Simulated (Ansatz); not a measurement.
Ni2Si: how the free axis answers a strain

Ni2Si, P6_3/mmc, a = 3.870 Å, c = 4.927 Å. The structure is a COD entry; whether it is the stable form wasn't checked. Ansatz: r2SCAN, PAW, 500 eV, Γ-centred 12×12×8 mesh on 6 atoms, Gaussian smearing 0.10 eV; no spin polarisation. Series: uniaxial strain along c, with a, b and atoms relaxed; x is the strain in per cent. y is the change of a in per cent of 3.870 Å.

| x (%) | y (%) |
| --- | --- |
| -6.0 | ? |
| -4.0 | 0.84 |
| -2.0 | 0.42 |
| 0.0 | 0.00 |
| 2.0 | -0.40 |
| 4.0 | -0.80 |
| 6.0 | -1.18 |

Fit y = c1 x + c2 x² to the other rows, say what c1 measures, and predict the missing y.

Least squares on the rows shown. y = −0.2049 x + 0.001360 x². So −c1 = 0.205 is Poisson's ratio for this pair of axes. At x = -6.0 the fit asked for gives 1.28 %. The run gave 1.27 %, so the fit is 0.01 % too high, a small miss on the scale of the series.